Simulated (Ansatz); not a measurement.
The system is Te2Mo.

```
CELL_PARAMETERS angstrom
6.33000 0.00000 0.00000
0.00000 3.46900 0.00000
-0.94679 0.00000 13.82762
ATOMIC_POSITIONS crystal
Te 0.94370 0.75000 0.60450
Te 0.05630 0.25000 0.39550
Te 0.90300 0.25000 0.85140
Te 0.09700 0.75000 0.14860
Te 0.41120 0.75000 0.89550
Te 0.58880 0.25000 0.10450
Te 0.44320 0.25000 0.64840
Te 0.55680 0.75000 0.35160
Mo 0.81670 0.75000 0.99260
Mo 0.18330 0.25000 0.00740
Mo 0.68190 0.25000 0.49340
Mo 0.31810 0.75000 0.50660
```

- Program: Ansatz 0.2.0
- Task: relaxation of cell and atoms
- Functional: BLYP
- Dispersion: D3(BJ)
- Potentials or basis: Ansatz PAW
- Cutoff: 420 eV (not typed: the program's choice for these potentials)
- k mesh: 4 × 8 × 2
- Occupations: fermi-dirac, width 0.05 eV
- Spin: no spin polarisation

At the start: volume 25.30 Å³/atom.

Where does the relaxation end?

It ends after 6 steps and the volume is 24.45 Å³/atom (-3.4 %); space group P2_1/m (No. 11, to 0.05 Å).

The path:
| step | energy change (eV) | largest force (eV/Å) | volume (Å³) |
| --- | --- | --- | --- |
| 1 | 0.0000 | 0.4883 | 303.64 |
| 2 | -0.1462 | 0.0786 | 298.00 |
| 3 | -0.1859 | 0.0637 | 294.71 |
| 4 | -0.1894 | 0.0477 | 293.14 |
| 5 | -0.1901 | 0.0064 | 293.45 |
| 6 | -0.1883 | 0.0065 | 293.45 |

Final structure:
```
CELL_PARAMETERS angstrom
6.34112 0.00000 -0.00749
0.00000 3.52503 0.00000
-0.96482 0.00000 13.12937
ATOMIC_POSITIONS crystal
Te 0.94524 0.75000 0.60946
Te 0.05476 0.25000 0.39054
Te 0.90054 0.25000 0.84303
Te 0.09946 0.75000 0.15697
Te 0.40861 0.75000 0.89108
Te 0.59139 0.25000 0.10892
Te 0.44034 0.25000 0.65636
Te 0.55966 0.75000 0.34364
Mo 0.81716 0.75000 0.99193
Mo 0.18284 0.25000 0.00807
Mo 0.68012 0.25000 0.49368
Mo 0.31988 0.75000 0.50632
```

Caveat: the plane-wave basis is chosen anew once the cell has moved, so the energies of steps on either side of that aren't comparable; the PAW data sets come from PBE, with cores solved anew for the run's functional, which leaves a small shift of forces and pressure.
